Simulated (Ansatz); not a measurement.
ZrSe2 under changes of volume

One of the cells (25.784 Å³/atom); the others are scaled copies at fixed shape and fractional positions:

```
CELL_PARAMETERS angstrom
3.79800 0.00000 0.00000
-1.89900 3.28916 0.00000
0.00000 0.00000 6.19200
ATOMIC_POSITIONS crystal
Zr 0.00000 0.00000 0.00000
Se 0.66667 0.33333 0.75000
Se 0.33333 0.66667 0.25000
```

| Quantity | Value |
| --- | --- |
| Program | Ansatz 0.2.0 |
| Functional | PBE |
| Potentials or basis | Ansatz PAW |
| Cutoff | 420 eV (not typed: the program's choice for these potentials) |
| k mesh | 8 × 8 × 5 |
| Occupations | fermi-dirac, width 0.05 eV |
| Spin | no spin polarisation |

```tsv
volume (Å³/atom)	energy over the lowest point (meV/atom)	pressure (GPa)	gap on the mesh (eV)	largest force (eV/Å)
24.237	?	?	?	?
24.753	27.49	5.6	0.36	0.755
25.268	12.62	3.7	0.39	0.511
25.784	3.64	1.9	0.41	0.284
26.300	0.00	0.4	0.43	0.072
26.815	1.18	-1.1	0.45	0.124
27.331	6.72	-2.4	0.47	0.307
```

Question: What does the run at 24.237 Å³/atom give?

Answer: Energy over the lowest point 48.87 meV/atom; pressure 7.7 GPa; gap on the mesh 0.34 eV; largest force 1.018 eV/Å.

Worked out: A Birch-Murnaghan fit of order 3 (a polynomial in V^(-2/3)) to the other rows has its minimum at 26.42 Å³/atom with B0 = V·E''(V) = 75 GPa and B' = 4.2 at fixed shape and positions, which overstates the stiffness. It gives 48.94 meV/atom at 24.237 Å³/atom, against the run's 48.87, and -dE/dV = 7.8 GPa, against 7.7. A straight line through the other rows of the gap, of slope 1.08 eV per unit of ln V, extrapolates to 0.34 eV, against the run's 0.34.

Energies are extrapolated to zero smearing.

Caveats: odd divisions of the mesh miss points on the zone boundary, where band edges often lie, so the gap on the mesh can be too wide; this functional lacks dispersion, which binds the layers, so the pressure and a relaxed spacing across them are unreliable; forces of over 1 eV/Å show positions far from the minimum, so gaps and moduli don't describe the material at rest (some runs).

A mesh can miss the band edges. Spin-orbit coupling on Se, Zr is left out.
